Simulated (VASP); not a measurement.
A run of VASP 6.6.1 is set up as follows.

Contents of POSCAR:

```
ZnSe
1.0
    0.0000000000      2.8664300000      2.8664300000
    2.8664300000      0.0000000000      2.8664300000
    2.8664300000      2.8664300000      0.0000000000
Zn Se
1 1
Direct
    0.0000000000      0.0000000000      0.0000000000
    0.2500000000      0.2500000000      0.2500000000
```

Contents of INCAR.step1:

```
SYSTEM = ZnSe
PREC = Accurate
ENCUT = 420
EDIFF = 1E-8
ISMEAR = 0
SIGMA = 0.01
LREAL = .False.
LASPH = .True.
NELM = 80
ALGO = Normal
LWAVE = .True.
LCHARG = .False.
GGA = PE
```

INCAR.step2

```
SYSTEM = ZnSe
PREC = Accurate
ENCUT = 420
EDIFF = 1E-8
ISMEAR = 0
SIGMA = 0.01
LREAL = .False.
LASPH = .True.
NELM = 1
ALGO = Exact
LWAVE = .True.
LCHARG = .False.
GGA = PE
NBANDS = 149
LOPTICS = .True.
ISTART = 1
```

File INCAR.step3:

```
SYSTEM = ZnSe
PREC = Accurate
ENCUT = 420
EDIFF = 1E-8
ISMEAR = 0
SIGMA = 0.01
LREAL = .False.
LASPH = .True.
ALGO = EVGW0
LWAVE = .False.
LCHARG = .False.
GGA = PE
NELMGW = 1
NBANDS = 149
ENCUTGW = 200
NOMEGA = 60
PRECFOCK = Fast
ISTART = 1
NBANDSGW = 17
```

File KPOINTS:

```
Automatic mesh
0
Gamma
  4 4 4
  0 0 0
```

Potentials or basis: VASP PAW PBE potentials, release 64 (Zn_GW, Se_GW).

Run with:

```console
$ cat potpaw_PBE.64/Zn_GW/POTCAR potpaw_PBE.64/Se_GW/POTCAR > POTCAR
$ cp INCAR.step1 INCAR
$ mpirun -np 1 vasp_std > vasp.out
$ cp INCAR.step2 INCAR
$ mpirun -np 1 vasp_std > vasp.out
$ cp INCAR.step3 INCAR
$ mpirun -np 1 vasp_std > vasp.out
```

(1) Predict the quasiparticle gap.

(2) Predict the least direct quasiparticle gap.

(3) What does it give for the band gap on the k mesh, mean-field level?

## Answers

(1) 2.21 eV.

(2) 2.21 eV.

(3) 1.13 eV, direct.

Caveat: the k mesh is coarse (spacing up to 0.47 Å⁻¹), so the values aren't converged; bands, screening cutoff and mesh are small and nothing is extrapolated, so the quasiparticle values aren't converged.
